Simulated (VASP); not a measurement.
**Zn: relaxation of shape and atoms at fixed volume with PBE**

Crystal: Zn.

```
Zn
1.0
     2.58235    0.00000    0.00000
    -1.29118    2.23638    0.00000
     0.00000    0.00000    5.01313
Zn
2
Direct
  0.33333 0.66667 0.25000
  0.66667 0.33333 0.75000
```

The cell isn't the ideal one: a relaxed cell with its volume scaled by 0.94.

```json
{"Program": "VASP 6.6.1", "Task": "relaxation of shape and atoms at fixed volume", "Functional": "PBE", "Potentials or basis": "VASP PAW PBE potentials, release 64 (Zn)", "Cutoff": "600 eV", "k mesh": "18 × 18 × 8", "Occupations": "methfessel-paxton, width 0.1 eV", "Spin": "no spin polarisation", "Further INCAR settings": "ALGO = Normal; EDIFF = 1e-07; IBRION = 2; EDIFFG = -0.01; NSW = 40; ISIF = 4"}
```

```yaml
Energy_gained_by_relaxing: 3.4 meV/atom
Ionic_steps: 4
Pressure_after_relaxing: 3.9 GPa
Band_gap_on_the_k_mesh: none (metal or under the smearing width)
```

Step by step:
```
step  energy change (eV)  largest force (eV/Å)  pressure (GPa)
   1              0.0000                0.0000            5.40
   2             -0.0036                0.0000            4.95
   3             -0.0064                0.0000            4.12
   4             -0.0069                0.0000            3.91
```

Final structure:
```cif
data_structure
_symmetry_space_group_name_H-M 'P 1'
_symmetry_Int_Tables_number 1
_cell_length_a 2.6269
_cell_length_b 2.6269
_cell_length_c 4.8445
_cell_angle_alpha 90.000
_cell_angle_beta 90.000
_cell_angle_gamma 120.000
_cell_volume 28.95
loop_
_atom_site_label
_atom_site_type_symbol
_atom_site_fract_x
_atom_site_fract_y
_atom_site_fract_z
_atom_site_occupancy
Zn1 Zn 0.33333 0.66667 0.25000 1
Zn2 Zn 0.66667 0.33333 0.75000 1
```

Levels at points of the mesh, in eV from the Fermi level:
```tsv
k point	band 10	band 11	band 12	band 13	band 14	band 15
(0.00, 0.00, 0.00)	-7.33	-7.33	-4.01	-3.08	14.15	17.80
(0.50, 0.00, 0.00)	-7.12	-3.17	-2.38	2.64	3.44	4.28
(0.00, 0.00, 0.50)	-7.42	-7.42	-7.42	4.73	4.73	19.17
(0.50, 0.00, 0.50)	-7.13	-2.18	-2.18	0.06	0.06	10.41
```

Run time: 2.4 min on 1 thread of Intel(R) Xeon(R) Platinum 8488C (Sapphire Rapids) (shared host), peak memory 0.22 GiB.
